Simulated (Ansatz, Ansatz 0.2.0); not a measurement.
# Lattice constants of LaAlGe from LDA and PBEsol, with checks of cutoff, k mesh and pseudopotentials

## The measurement

The reference is a single-crystal X-ray diffraction measurement on flux-grown LaAlGe at 250 K, which gave $a = 4.3337 \pm 0.0002$ Å and $c = 14.8097 \pm 0.0006$ Å ("Single crystal investigation of proposed type-II Weyl semimetal CeAlGe", 2018, arXiv:1808.04434). Powder diffraction on a crushed flux-grown crystal gave slightly larger values, $a = 4.339 \pm 0.003$ Å and $c = 14.821 \pm 0.002$ Å ("High Fermi velocities and small cyclotron masses in LaAlGe", 2020, arXiv:2012.05234); the temperature is not given with them. The two values of $c$ differ by more than their combined uncertainties, though by less than 0.1 %. Composition is a possible reason, since flux-grown crystals of this family can be rich in Al and can have some Al/Ge site mixing, but if the powder was measured at room temperature, thermal expansion would act in the same direction.

| compared with | measured | source's wording or label | T (K) | method |
| --- | --- | --- | --- | --- |
| a (Å) | 4.3337 ± 0.0002 | 4.3337 ± 0.0002 A | 250 | single-crystal x-ray diffraction * |
| c (Å) | 14.8097 ± 0.0006 | 14.8097 ± 0.0006 A | 250 | single-crystal x-ray diffraction * |
| a (Å) | 4.339 ± 0.003 | 0.4339 ± 0.0003 nm | – | powder XRD |
| c (Å) | 14.82 | c, earlier bulk report | – | method not stated |
| c (Å) | 14.821 ± 0.002 | 1.4821 ± 0.0002 nm | – | powder XRD |

Where a quantity has several values, deviations refer to the one marked *.

Conditions are those given with the value in the passage it was taken from; "not stated" means there, and the paper may say more elsewhere. The values are a selection: others may have been left out beforehand as unlike or outlying.

## Model and target

The aim is to find the cheapest level of theory that reproduces both lattice constants of LaAlGe. The model is the fully ordered, stoichiometric crystal in space group $I4_1md$, with six atoms in the primitive cell, treated as non-magnetic and without spin-orbit coupling. Cell and atomic positions are relaxed with the space group kept. The starting structure, a diffraction structure from the Crystallography Open Database, has $a = 4.336$ Å and $c = 14.828$ Å, both slightly above the reference.

A level succeeds if $a$ and $c$ each fall within 1 % of the reference, which is roughly 0.04 Å in $a$ and 0.15 Å in $c$. This is fine enough to expose the usual bond-length errors of density functionals, and it lies well above the scatter between the measurements. It also leaves room for thermal and zero-point expansion, which the static calculation omits and which should amount to a few tenths of a per cent in length for an intermetallic compound of this kind. Both constants are judged separately, because errors of opposite sign could cancel in the volume.

The work begins with the local density approximation and moves to a gradient-corrected functional if the error demands it. The level on which the verdict rests is then checked for its numerical settings and its potentials.

Plain PBE isn't shown in this study.

System: LaAlGe, LaPtSi-type tetragonal; I4_1md (No. 109), 6 atoms in the primitive cell; the database structure is a diffraction structure: a = 4.336 Å, c = 14.828 Å; structure from the Crystallography Open Database.

On the selection of runs and values: Further runs on this system are not shown.

## 1. The local density approximation

LDA is the simplest functional and a natural lower rung for a metallic compound. It usually binds too strongly, so both lattice constants are expected to come out short, by perhaps 1 to 2 %. The default cutoff and a $10\times10\times10$ mesh are adequate for a first look at an error of that size.

**Run 1.** Ansatz 0.2.0: LDA, cell and atoms relaxed from the database structure, PAW set soft_2, cutoff 420 eV (default), 10x10x10 k mesh, Gaussian smearing 0.1 eV.

Key lines of the input:
```
crystal:
  # lattice and atoms
kpoints:
  mp_grid: { grid: [10, 10, 10] }
hamiltonian:
  xc: lda
scf:
  occupations: { method: gaussian, width: 0.1 }
output:
  forces: true
  stress: true
relax:
  adjacent_minimum: "off"
  f_tol: 0.005
  max_steps: 60
  cell: { stress_tol: 0.03 }
```

Command:
```
ansatz run input.yaml --threads 8 --pin off --max-ram 16384MiB --backend cpu --events-out ev --progress --plain --runs-dir out
```

Selected lines of the output:
```
Basis set: ecut = 420 eV, 2585 PW (Γ), FFT grids on a1−a2, a2, a1+a3 [...]
k-points: 102 of 1000 (time reversal used)
relax step   1: F+E_penalty+E_count = -21613.90285240 eV  [...]  max|allowed force component| = 7.217e-2 eV/Å  [...]  P = -3.269 GPa  Ω = 139.390 Å³  (7 SCF iters, dr2 threshold 1.00e-7 eV [...]
relax step   2: F+E_penalty+E_count = -21613.96254357 eV  [...]  max|allowed force component| = 5.000e-2 eV/Å  [...]  P = +1.009 GPa  Ω = 131.989 Å³  [...]
[...]
relax step   4: F+E_penalty+E_count = -21613.96758139 eV  [...]  max|allowed force component| = 1.875e-3 eV/Å  [...]  P = -0.002 GPa  Ω = 133.554 Å³  [...]
relax step   5: F+E_penalty+E_count = -21613.96676166 eV  [...]  max|allowed force component| = 1.886e-3 eV/Å  [...]  P = -0.007 GPa  Ω = 133.554 Å³  [...]
--- Relaxed structure (4 steps of the walk, 4 accepted, 1 SCFs on fresh bases) ---
  cell:  # Å, volume = 133.5543 Å³
    - [-2.1380368075686285, 2.1380368075686285, 7.304115973495404]
    - [2.1380368075686285, -2.1380368075686285, 7.304115973495404]
    - [2.1380368075686285, 2.1380368075686285, -7.304115973495404]
```

Converged; 38 s on 8 cores of Arm Neoverse V2, shared host.

| quantity | run 1 | measured | deviation |
| --- | --- | --- | --- |
| a (Å) | 4.2761 | 4.3337 ± 0.0002 | −0.0576 (−1.3 %) |
| c (Å) | 14.608 | 14.8097 ± 0.0006 | −0.201 (−1.4 %) |
| conventional cell volume (Å³) | 267.11 |  |  |

LDA misses both targets, with $a$ short by 1.3 % and $c$ by 1.4 %. The contraction is almost uniform, so the shape of the cell is nearly right and the bonds are too short in all directions, which is the usual overbinding of this functional. The relaxation itself is sound: on the freshly built basis the pressure stays close to zero.

## 2. A gradient correction for solids

The error calls for a functional that binds less strongly. PBEsol is a gradient approximation designed for the equilibrium structures of solids, and it should cost little more than LDA on the same mesh and cutoff. It is expected to lengthen both axes by somewhat under 1 %, which would bring them inside the target while leaving them slightly short of the reference.

**Run 2.** Ansatz 0.2.0: PBEsol, cell and atoms relaxed from the database structure, PAW set soft_2, cutoff 420 eV (default), 10x10x10 k mesh, Gaussian smearing 0.1 eV.

Key lines of the input, as changed from run 1:
```diff
  hamiltonian:
-   xc: lda
+   xc: pbesol
```

Selected lines of the output:
```
relax step   4: F+E_penalty+E_count = -21883.06729075 eV  [...]  max|allowed force component| = 4.454e-3 eV/Å  [...]  P = -0.002 GPa  Ω = 136.893 Å³  [...]
relax step   5: F+E_penalty+E_count = -21883.06695885 eV  [...]  max|allowed force component| = 4.456e-3 eV/Å  [...]  P = -0.004 GPa  Ω = 136.893 Å³  [...]
```

Converged; wall time 31 s.

| quantity | run 2 | measured | deviation |
| --- | --- | --- | --- |
| a (Å) | 4.3107 | 4.3337 ± 0.0002 | −0.0230 (−0.5 %) |
| c (Å) | 14.734 | 14.8097 ± 0.0006 | −0.076 (−0.5 %) |
| conventional cell volume (Å³) | 273.79 |  |  |

PBEsol brings both constants inside the target, each 0.5 % below the reference. Relative to LDA, $a$ grows by 0.0346 Å and $c$ by 0.126 Å, so the gradient correction expands the cell almost evenly and removes more than half of the error. The run time is similar to that of LDA, so the improvement comes at practically no extra cost.

## 3. Cutoff and k mesh for PBEsol

The remaining distance to the 1 % limit is about 0.02 Å in $a$ and 0.07 Å in $c$. Before the result is accepted, the plane-wave cutoff is raised to 590 eV and, separately, the mesh is refined to $14\times14\times14$, so that each effect can be read on its own. Both shifts are expected to be small compared with that distance.

**Run 3.** Ansatz 0.2.0: PBEsol, cell and atoms relaxed from the database structure, PAW set soft_2, cutoff 590 eV, 10x10x10 k mesh, Gaussian smearing 0.1 eV.

Key lines of the input, as changed from run 2:
```diff
+ basis:
+   ecutwfc: 590.0
```

Selected lines of the output:
```
relax step   5: F+E_penalty+E_count = -21883.07049991 eV  [...]  max|allowed force component| = 4.427e-3 eV/Å  [...]  P = -0.002 GPa  Ω = 136.885 Å³  [...]
```

Converged; wall time 52 s.

**Run 4.** Ansatz 0.2.0: PBEsol, cell and atoms relaxed from the database structure, PAW set soft_2, cutoff 420 eV (default), 14x14x14 k mesh, Gaussian smearing 0.1 eV.

Key lines of the input, as changed from run 2:
```diff
  kpoints:
-   mp_grid: { grid: [10, 10, 10] }
+   mp_grid: { grid: [14, 14, 14] }
```

Selected lines of the output:
```
relax step   5: F+E_penalty+E_count = -21883.06877794 eV  [...]  max|allowed force component| = 4.114e-3 eV/Å  [...]  P = -0.004 GPa  Ω = 136.875 Å³  [...]
```

Converged; wall time 82 s.

| quantity | run 3 | run 4 | measured |
| --- | --- | --- | --- |
| a (Å) | 4.3106 | 4.3102 | 4.3337 ± 0.0002 |
| c (Å) | 14.734 | 14.735 | 14.8097 ± 0.0006 |
| conventional cell volume (Å³) | 273.77 | 273.75 |  |

Neither setting matters for the verdict. With the higher cutoff or the denser mesh, $a$ moves by at most 0.0005 Å and $c$ by less than 0.002 Å, far less than the distance to the 1 % limit. Shifts this small are within what the stopping threshold for the stress allows, so they are not assigned to cutoff or mesh. The default cutoff and the $10\times10\times10$ mesh are sufficient for PBEsol here.

## 4. An independent set of pseudopotentials

Cutoff and mesh tests cannot reveal an error in the PAW data set itself, which all the runs so far share. PBEsol is therefore repeated with norm-conserving PseudoDojo potentials on the $10\times10\times10$ mesh. They need a much higher cutoff, 1497 eV, and the run should be clearly dearer, but it is a check to be made only once. Agreement within a few tenths of a per cent is expected, which would leave both constants inside the target.

**Run 5.** Ansatz 0.2.0: PBEsol, PseudoDojo norm-conserving pseudopotentials, cell and atoms relaxed from the database structure, cutoff 1497 eV (default), 10x10x10 k mesh, Gaussian smearing 0.1 eV.

Key lines of the input, as changed from run 2:
```diff
  hamiltonian:
+   pseudopotentials: { kind: nc, accuracy: standard }
```

Selected lines of the output:
```
Basis set: ecut = 1496.626244 eV, 17947 PW (Γ), FFT grids on a1+a3, a2+a3, a3 [...]
k-points: 102 of 1000 (time reversal used)
relax step   1: F+E_penalty+E_count = -6896.20312187 eV  [...]  max|allowed force component| = 7.885e-2 eV/Å  [...]  P = -1.419 GPa  Ω = 139.390 Å³  (8 SCF iters, dr2 threshold 1.00e-7 eV [...]
relax step   2: F+E_penalty+E_count = -6896.21497485 eV  [...]  max|allowed force component| = 6.403e-2 eV/Å  [...]  P = +0.380 GPa  Ω = 136.178 Å³  [...]
[...]
relax step   4: F+E_penalty+E_count = -6896.21655071 eV  [...]  max|allowed force component| = 4.252e-3 eV/Å  [...]  P = -0.001 GPa  Ω = 136.803 Å³  [...]
relax step   5: F+E_penalty+E_count = -6896.21645543 eV  [...]  max|allowed force component| = 4.262e-3 eV/Å  [...]  P = -0.002 GPa  Ω = 136.803 Å³  [...]
--- Relaxed structure (4 steps of the walk, 4 accepted, 1 SCFs on fresh bases) ---
  cell:  # Å, volume = 136.8033 Å³
    - [-2.154909172001907, 2.154909172001907, 7.36510211216105]
    - [2.154909172001907, -2.154909172001907, 7.36510211216105]
    - [2.154909172001907, 2.154909172001907, -7.36510211216105]
```

Converged; wall time 4.9 min.

| quantity | run 5 | measured | deviation |
| --- | --- | --- | --- |
| a (Å) | 4.3098 | 4.3337 ± 0.0002 | −0.0239 (−0.6 %) |
| c (Å) | 14.730 | 14.8097 ± 0.0006 | −0.079 (−0.5 %) |
| conventional cell volume (Å³) | 273.61 |  |  |

The norm-conserving potentials give nearly the same cell as the PAW set: $a$ is shorter by 0.0009 Å and $c$ by about 0.004 Å, a few hundredths of a per cent. Both constants stay inside the target. The remaining shortfall of about half a per cent therefore does not come from the particular PAW data set. The check took 4.9 min against 31 s for the PAW run and changes nothing in the verdict, so the PAW set at its default cutoff is the sensible choice for this quantity.

## Collected results

| run | settings | a (Å) | deviation | c (Å) | deviation | cost |
| --- | --- | --- | --- | --- | --- | --- |
| 1 | LDA, PAW set soft_2, cutoff 420 eV (default), 10x10x10 k mesh | 4.2761 | −0.0576 (−1.3 %) | 14.608 | −0.201 (−1.4 %) | 5.1 core-min |
| 2 | PBEsol, PAW set soft_2, cutoff 420 eV (default), 10x10x10 k mesh | 4.3107 | −0.0230 (−0.5 %) | 14.734 | −0.076 (−0.5 %) | 4.2 core-min |
| 3 | PBEsol, PAW set soft_2, cutoff 590 eV, 10x10x10 k mesh | 4.3106 | −0.0231 (−0.5 %) | 14.734 | −0.076 (−0.5 %) | 6.9 core-min |
| 4 | PBEsol, PAW set soft_2, cutoff 420 eV (default), 14x14x14 k mesh | 4.3102 | −0.0235 (−0.5 %) | 14.735 | −0.074 (−0.5 %) | 11 core-min |
| 5 | PBEsol, PseudoDojo norm-conserving pseudopotentials, cutoff 1497 eV (default), 10x10x10 k mesh | 4.3098 | −0.0239 (−0.6 %) | 14.730 | −0.079 (−0.5 %) | 39 core-min |
|  | measured | 4.3337 ± 0.0002 |  | 14.8097 ± 0.0006 |  |  |

Further runs on the same system, made beside this series (convergence steps with loose settings among them):

| further | settings | a (Å) | deviation | c (Å) | deviation | cost |
| --- | --- | --- | --- | --- | --- | --- |
| F1 | r2SCAN, PAW set soft_2, cutoff 500 eV (default), 10x10x10 k mesh | 4.3786 | +0.0449 (+1.0 %) | 14.756 | −0.054 (−0.4 %) | 12 core-min |
| F2 | r2SCAN+rVV10, PAW set soft_2, cutoff 500 eV (default), 10x10x10 k mesh | 4.3593 | +0.0256 (+0.6 %) | 14.734 | −0.076 (−0.5 %) | 11 core-min |
| F3 | PBEsol+D3(BJ), PAW set soft_2, cutoff 420 eV (default), 10x10x10 k mesh | 4.2484 | −0.0853 (−2.0 %) | 14.611 | −0.199 (−1.3 %) | 5 core-min |
| F4 | BLYP+D3(BJ), PAW set soft_2, cutoff 420 eV (default), 10x10x10 k mesh | 4.3223 | −0.0114 (−0.3 %) | 14.644 | −0.166 (−1.1 %) | 6 core-min |
| F5 | r2SCAN, PAW set soft_2, cutoff 500 eV (default), 6x6x6 k mesh | 4.3797 | +0.0460 (+1.1 %) | 14.748 | −0.062 (−0.4 %) | 3.6 core-min |
| F6 | PBEsol, PAW set soft_2, cutoff 420 eV (default), 6x6x6 k mesh | 4.3109 | −0.0228 (−0.5 %) | 14.729 | −0.081 (−0.5 %) | 89 core-s |
|  | measured | 4.3337 ± 0.0002 |  | 14.8097 ± 0.0006 |  |  |

## Outcome

PBEsol meets the target for both lattice constants: $a$ and $c$ each come out about 0.5 % below the single-crystal reference, at a cost of 4.2 core-minutes. A further PBEsol run on a $6\times6\times6$ mesh gives practically the same cell for 89 core-seconds, and is the cheapest setting shown that passes. LDA misses on both axes by more than 1 %.

The change from LDA to PBEsol was the decisive step. The higher cutoff, the denser mesh and the norm-conserving potentials hardly moved the cell; they secured the result without improving it.

The agreement does not rest on opposite errors in the two axes, since both are short by nearly the same fraction. r2SCAN, by contrast, makes $a$ too long, a narrow miss, and $c$ too short. Adding D3(BJ) to PBEsol contracts the cell so far that both constants miss, whereas r2SCAN+rVV10 passes at a higher cost than PBEsol.

Thermal and zero-point expansion, absent from the static calculation, would lengthen both axes, by an estimated few tenths of a per cent, and so could account for a good part of the shortfall. The rest may be a slight overbinding by PBEsol. An excess of the larger Al atoms on Ge sites could also lengthen the measured axes, but this is a conjecture, as every run describes the ordered stoichiometric crystal. The shares of these causes remain open. The scatter between the measurements, about 0.1 %, is too small to explain the shortfall or to alter the verdict on PBEsol.

[Logs are printed without paths, hosts, clocks, repeated set-up lines and the standing remarks that a program may print on its own settings, such as how far it seeks lower states.]

[The runs shown are a pick from a larger set of finished runs; failed, doubtful and other runs were left out of it ahead of writing. So were measured values far from every level or from commonly accepted values, and agreement can look better than it is. Lines of input and output are excerpts and may be shortened.]
